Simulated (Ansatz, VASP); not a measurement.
**Pt (Pt wire along [110], 19 atoms a period): VASP beside Ansatz**

One calculation is typed for both programs; each brings its own data sets. How far apart do they land? The structure shown is the start of the Ansatz relaxation below; VASP solves that cell, so the two are compared at the walk's first step.

Program: Ansatz 0.2.0. Level of theory: plane waves, with VASP 6.6.1 beside it; single point at PBE. Results are calculated unless marked as measured.

### 1. Starting point

The cell holds 19 atoms: 19 Pt. Cell: a = 14.740 Å, b = 18.029 Å, c = 2.807 Å, α = 90.0°, β = 90.0°, γ = 90.0°. Vacuum lies along a and b. The structure's axis is c.

### 2. Ansatz: relaxation, PBE

Ansatz runs on its PAW soft_1 files.

The two programs are compared at the cell with which this relaxation starts, whose forces are those of its first step.

input.yaml reads:

```yaml
crystal:
  lattice:
    - [14.74, 0.0, 0.0]
    - [0.0, 18.029, 0.0]
    - [0.0, 0.0, 2.8072139213]
  atoms:
    - { symbol: Pt, position: [0.230664858, 0.655701468, 0.0] }
    - { symbol: Pt, position: [0.230664858, 0.499995998, 0.0] }
    - { symbol: Pt, position: [0.5, 0.655701468, 0.0] }
    - { symbol: Pt, position: [0.5, 0.499995998, 0.0] }
    - { symbol: Pt, position: [0.5, 0.811406938, 0.0] }
    - { symbol: Pt, position: [0.769335142, 0.655701468, 0.0] }
    - { symbol: Pt, position: [0.769335142, 0.499995998, 0.0] }
    - { symbol: Pt, position: [0.365332429, 0.266437792, 0.5] }
    - { symbol: Pt, position: [0.365332429, 0.422143263, 0.5] }
    - { symbol: Pt, position: [0.365332429, 0.577848733, 0.5] }
    - { symbol: Pt, position: [0.365332429, 0.733554203, 0.5] }
    - { symbol: Pt, position: [0.634667571, 0.266437792, 0.5] }
    - { symbol: Pt, position: [0.634667571, 0.422143263, 0.5] }
    - { symbol: Pt, position: [0.634667571, 0.577848733, 0.5] }
    - { symbol: Pt, position: [0.634667571, 0.733554203, 0.5] }
    - { symbol: Pt, position: [0.230664858, 0.344290528, 0.0] }
    - { symbol: Pt, position: [0.5, 0.344290528, 0.0] }
    - { symbol: Pt, position: [0.5, 0.188585057, 0.0] }
    - { symbol: Pt, position: [0.769335142, 0.344290528, 0.0] }
kpoints:
  mp_grid: { grid: [1, 1, 29] }
scf:
  occupations: { method: fermi_dirac, width: 0.05 }
hamiltonian:
  xc: pbe
  pseudopotentials: { kind: paw, azcp: { folder: soft_1 } }
relax:
  cell: { fix: [a, b, alpha, beta, gamma] }
  max_steps: 45
  f_tol: 0.03
```

The run is started by

```
$ ansatz run input.yaml --threads 4 --pin off --max-ram 16384MiB --backend cpu --events-out ev --progress --plain --runs-dir out
```

Numbers of over 12 decimals in the logs are rounded to 6 here.

What it wrote:

```text
Engine: ansatz 0.2.0, aarch64-unknown-linux-gnu
Pseudopotentials: kind: paw
Pseudopotential: Pt, paw, valence charge 18, recommended cutoff 420 eV (normal), soft_1/Pt.paw.azcp
Functional definition: PBE
  parameter kappa = 0.804
  parameter beta = 0.066725
  exchange = pbe_x(kappa = kappa, mu = beta*pi^2/3)
  correlation = pbe_c(beta = beta)
Crystal: 19 atoms, lattice volume = 746.010 Å³
Basis set: ecut = 420 eV, 14621 PW (Γ), exchange–correlation on 200×250×40 points (8 copies of the dense FFT grid, shifted against one another)
Bands: 206, of which v1, the nominal top of the filled ones, is band 171 counted from 1 (170 counted from 0)
Symmetry: 8 space group operations
Space group: Pmmm (ITA 47), of the structure as read, at distance tolerance 9.1e-5 Å
k-points: 15 of 29
Non-local potential: Pt, projectors of the file, l = 0: 3, l = 1: 2, l = 2: 2, l = 3: 1
PAW form: soft (Blöchl's): semilocal exchange-correlation on the pseudo side does not see the compensation charge
PAW one-centre angular grid: Pt, 590 points (default); XC on 64 Gauss nodes
Initial density: superposition of atomic densities (neutral atoms: chi_scale 0, normalization atom)
Initial wavefunctions: pseudopotential atomic-orbital guess
Functional: x = pbe(κ = 0.804, μ = 0.219515), c = pbe(β = 0.066725)
SCF iter   1: F=—  HF=-237963.438180 eV  |F-HF|=—  |Δ(HF+E_count)|=         —  Δρ=5.57e-2  dr2=3.68e1  ethr=3.10e-3  ⟨swp⟩=6.4  Hψ=11026  notcnv=0  defer=173
preconditioner: auto → LDOS  [metal: Δε(μ)=0.013 eV  Ē_g=6.442 eV  σ=0.050 eV  W_gap=0.07  n_scr=152 (ndim 8)  ℏωp=18.7 eV  f_vac=0.512  D(μ)=38.65/eV (n_scr^D=368)  β→1.0]
SCF iter   2: F=—  HF=-237961.895356 eV  |F-HF|=—  |Δ(HF+E_count)|=    1.54e0  Δρ=4.15e-2  dr2=2.09e1  ethr=3.10e-3  ⟨swp⟩=3.0  Hψ=7907  notcnv=0  defer=274
SCF iter   3: F=—  HF=-237957.503265 eV  |F-HF|=—  |Δ(HF+E_count)|=    4.39e0  Δρ=1.30e-2  dr2=4.50e0  ethr=3.10e-3  ⟨swp⟩=2.0  Hψ=5979  notcnv=0  defer=307
SCF iter   4: F=—  HF=-237957.265317 eV  |F-HF|=—  |Δ(HF+E_count)|=   2.38e-1  Δρ=4.78e-3  dr2=9.34e-1  ethr=1.32e-3  ⟨swp⟩=2.0  Hψ=4788  notcnv=0  defer=292
SCF iter   5: F=—  HF=-237957.195474 eV  |F-HF|=—  |Δ(HF+E_count)|=   6.98e-2  Δρ=2.11e-3  dr2=9.01e-2  ethr=2.73e-4  ⟨swp⟩=2.0  Hψ=4409  notcnv=0  defer=292
SCF iter   6: F=—  HF=-237957.190280 eV  |F-HF|=—  |Δ(HF+E_count)|=   5.19e-3  Δρ=7.71e-4  dr2=8.67e-3  ethr=2.64e-5  ⟨swp⟩=2.0  Hψ=4357  notcnv=0  defer=292
SCF iter   7: F=—  HF=-237957.189865 eV  |F-HF|=—  |Δ(HF+E_count)|=   4.15e-4  Δρ=3.07e-4  dr2=1.31e-3  ethr=2.53e-6  ⟨swp⟩=2.1  Hψ=4376  notcnv=0  defer=281
SCF iter   8: F=—  HF=-237957.190141 eV  |F-HF|=—  |Δ(HF+E_count)|=   2.76e-4  Δρ=1.09e-4  dr2=3.17e-4  ethr=3.84e-7  ⟨swp⟩=2.1  Hψ=4165  notcnv=0  defer=281
SCF iter   9: F=—  HF=-237957.190114 eV  |F-HF|=—  |Δ(HF+E_count)|=   2.69e-5  Δρ=5.55e-5  dr2=6.09e-5  ethr=9.28e-8  ⟨swp⟩=2.1  Hψ=3407  notcnv=0  defer=281
SCF iter  10: F=—  HF=-237957.188186 eV  |F-HF|=—  |Δ(HF+E_count)|=   1.93e-3  Δρ=3.12e-5  dr2=1.99e-5  ethr=1.78e-8  ⟨swp⟩=1.9  Hψ=3373  notcnv=0  defer=281
SCF iter  11: F=—  HF=-237957.188186 eV  |F-HF|=—  |Δ(HF+E_count)|=   4.32e-7  Δρ=1.54e-5  dr2=5.18e-6  ethr=5.81e-9  ⟨swp⟩=1.2  Hψ=2947  notcnv=0  defer=281
SCF iter  12: F=—  HF=-237957.188186 eV  |F-HF|=—  |Δ(HF+E_count)|=   1.33e-7  Δρ=5.93e-6  dr2=8.54e-7  ethr=1.51e-9  ⟨swp⟩=1.7  Hψ=3011  notcnv=0  defer=281
SCF iter  13: F=—  HF=-237957.188186 eV  |F-HF|=—  |Δ(HF+E_count)|=  6.69e-10  Δρ=3.02e-6  dr2=1.52e-7  ethr=2.50e-10  ⟨swp⟩=2.0  Hψ=4075  notcnv=0  defer=281
SCF iter  14: F=-237957.188186 eV  HF=-237957.188186 eV  |F-HF|=2.68e-8  |Δ(HF+E_count)|=  5.53e-10  Δρ=1.39e-6  dr2=3.06e-8  ethr=2.92e-11  ⟨swp⟩=4.0  Hψ=9508  notcnv=0
SCF 1 converged in 14 iterations: F = -237957.188186 eV  dr2 = 3.06e-8
  greatest PAW one-centre occupation: 1.000 electrons in one spin orbital (limit 2), on the Pt atom at site 3 (counted from 0), in its partial waves of l = 0
relax step   1: F+E_penalty+E_count = -237957.18818593 eV  Δ(F+E_penalty+E_count) = +0.000e0 eV  max|allowed force component| = 1.080e0 eV/Å  Δτ_max = 0.0000 Å  P = -4.222 GPa  Ω = 746.010 Å³  fix = [a, b, alpha, beta, gamma]  reactions: a -3.004, b -3.191 GPa  (14 SCF iters, dr2 threshold 1.00e-7 eV, accepted)
[...]
relax step   6: F+E_penalty+E_count = -237958.35175849 eV  Δ(F+E_penalty+E_count) = -5.738e-3 eV  max|allowed force component| = 4.586e-2 eV/Å  Δτ_max = 0.0290 Å  P = -0.029 GPa  Ω = 716.302 Å³  energy of the carried Pulay correction = +5.362e-3 eV  fix = [a, b, alpha, beta, gamma]  reactions: a +0.007, b -0.093 GPa  (13 SCF iters, accepted)
[...]
relax step   7: F+E_penalty+E_count = -237958.35346096 eV  Δ(F+E_penalty+E_count) = -1.702e-3 eV  max|allowed force component| = 1.914e-2 eV/Å  Δτ_max = 0.0230 Å  P = -0.017 GPa  Ω = 716.208 Å³  energy of the carried Pulay correction = +5.379e-3 eV  fix = [a, b, alpha, beta, gamma]  reactions: a -0.049, b +0.003 GPa  (9 SCF iters, dr2 threshold 1.31e-7 eV, accepted)
[...]
relax step   8: F+E_penalty+E_count = -237958.34621225 eV  Δ(F+E_penalty+E_count) = +7.249e-3 eV  max|allowed force component| = 1.921e-2 eV/Å  Δτ_max = 0.0000 Å  P = -0.007 GPa  Ω = 716.208 Å³  fix = [a, b, alpha, beta, gamma]  reactions: a -0.043, b +0.010 GPa  stress off target by 1.29e-2 GPa on what of the cell is left free  SCF on the basis re-selected at this cell (its energy is not comparable with the rows above)  (9 SCF iters)
basis re-selected at this cell: Δ(F+E_penalty+E_count) = +7.249e-3 eV, ΔP = +0.010 GPa vs the last step (what re-selecting the basis moved, of the pressure what is left beyond the Pulay correction that the steps carried, after the strain that the cell walked since its last selection, with what the two solves' SCF thresholds leave and, on support functions, any second-order correction that the steps lacked; it is no m [...]
SCF converged after 9 iterations
Free energy (F): -237958.346212 eV
Harris-Foulkes:  -237958.346212 eV  (|F-HF|=1.46e-10)
Internal energy: -237958.067982 eV  (E = F + TS)
E sigma→0 (E₀):  -237958.207097 eV
Entropy (-TS):   -0.278230 eV (-14.644 meV/atom)
Fermi energy:    5.978077 eV
--- Per-component energies (eV) ---
  E_band       = -8235.872073
  E_kinetic    = 11331.634595
  E_local      = -257432.658608  (includes V_loc(G=0)·N_el)
  E_nonlocal   = 3877.417975
  E_hartree    = 122580.100617
  E_xc         = -4398.410447
  E_vxc        = -5133.535612  (∫ρ·V_xc dr)
  E_paw        = -180196.020785  (= ΣΔE_a)
  E_vpaw       = -6038.954337  (= ΣTr[D̂ρ^β])
  E_aug_tail   = 0.021501  (compensation charges beyond the density's cutoff)
  E_ewald      = 66279.847169
  E_smearing   = -0.278230  (= −TS)
  E_closure    = 0.000000  (closes the sum)
  Σ components = -237958.346212   (vs F -237958.346212, Δ=0.00e0)
--- Forces (eV/Å), atoms counted from 1 ---
  atom   1  Pt     0.00770750    -0.01004372     0.00000000
  atom   2  Pt    -0.00181826     0.00000000     0.00000000
  atom   3  Pt     0.00000000    -0.01088137     0.00000000
  atom   4  Pt     0.00000000     0.00000000     0.00000000
  atom   5  Pt     0.00000000     0.01527321     0.00000000
  atom   6  Pt    -0.00770750    -0.01004372     0.00000000
  atom   7  Pt     0.00181826     0.00000000     0.00000000
  atom   8  Pt    -0.00096535    -0.00455858     0.00000000
  atom   9  Pt    -0.00674729     0.01920648     0.00000000
  atom  10  Pt    -0.00674729    -0.01920648     0.00000000
  atom  11  Pt    -0.00096535     0.00455858     0.00000000
  atom  12  Pt     0.00096535    -0.00455858     0.00000000
  atom  13  Pt     0.00674729     0.01920648     0.00000000
  atom  14  Pt     0.00674729    -0.01920648     0.00000000
  atom  15  Pt     0.00096535     0.00455858     0.00000000
  atom  16  Pt     0.00770750     0.01004372     0.00000000
  atom  17  Pt     0.00000000     0.01088137     0.00000000
  atom  18  Pt    -0.00000000    -0.01527321     0.00000000
  atom  19  Pt    -0.00770750     0.01004372     0.00000000
  max |Σ_I F_I| component: 8.67e-19 eV/Å
--- Stress (GPa, compression-positive) ---
       -0.042747       0.000000       0.000000
        0.000000       0.009808       0.000000
        0.000000       0.000000       0.012861
  P = ⅓ Tr σ = -0.0067 GPa (-0.067 kbar)
--- Relaxed structure (7 steps of the walk, 6 accepted, 1 SCFs on fresh bases) ---
  F+E_penalty+E_count = -237958.34621225 eV   max|allowed force component| = 1.921e-2 eV/Å   (the final SCF, on the basis selected at the relaxed cell)
  cell:  # Å, volume = 716.2084 Å³
    - [14.74, 0.0, 0.0]
    - [0.0, 18.029, 0.0]
    - [0.0, 0.0, 2.695071]
  atoms:
    - { symbol: Pt, position: [0.232119, 0.652510, 0.0] }
    - { symbol: Pt, position: [0.224696, 0.500000, 0.0] }
    - { symbol: Pt, position: [0.5, 0.650520, 0.0] }
    - { symbol: Pt, position: [0.5, 0.500000, 0.0] }
    - { symbol: Pt, position: [0.5, 0.796143, 0.0] }
    - { symbol: Pt, position: [0.767881, 0.652510, 0.0] }
    - { symbol: Pt, position: [0.775304, 0.500000, 0.0] }
    - { symbol: Pt, position: [0.356803, 0.264590, 0.500000] }
    - { symbol: Pt, position: [0.362294, 0.423934, 0.500000] }
    - { symbol: Pt, position: [0.362294, 0.576066, 0.500000] }
    - { symbol: Pt, position: [0.356803, 0.735410, 0.500000] }
    - { symbol: Pt, position: [0.643197, 0.264590, 0.500000] }
    - { symbol: Pt, position: [0.637706, 0.423934, 0.500000] }
    - { symbol: Pt, position: [0.637706, 0.576066, 0.500000] }
    - { symbol: Pt, position: [0.643197, 0.735410, 0.500000] }
    - { symbol: Pt, position: [0.232119, 0.347490, 0.0] }
    - { symbol: Pt, position: [0.5, 0.349480, 0.0] }
    - { symbol: Pt, position: [0.5, 0.203857, 0.0] }
    - { symbol: Pt, position: [0.767881, 0.347490, 0.0] }
```

Reading the cycles: dr2 is the Hartree energy of the density residual (eV), the measure of convergence; HF is the Harris–Foulkes estimate of the energy, which meets the free energy F at convergence.

(Continued in part 2 of 2.)

[Lines on the potential files, build, host, timing and source positions are cut from VASP's logs without a mark.]

[Logs are printed without paths, hosts, clocks, repeated set-up lines and the standing remarks that a program may print on its own settings, such as how far it seeks lower states.]

[Hosts, paths, dates, database ids (printed as entryN), source tags and the programs' standing remarks are cut or masked in the printed files.]
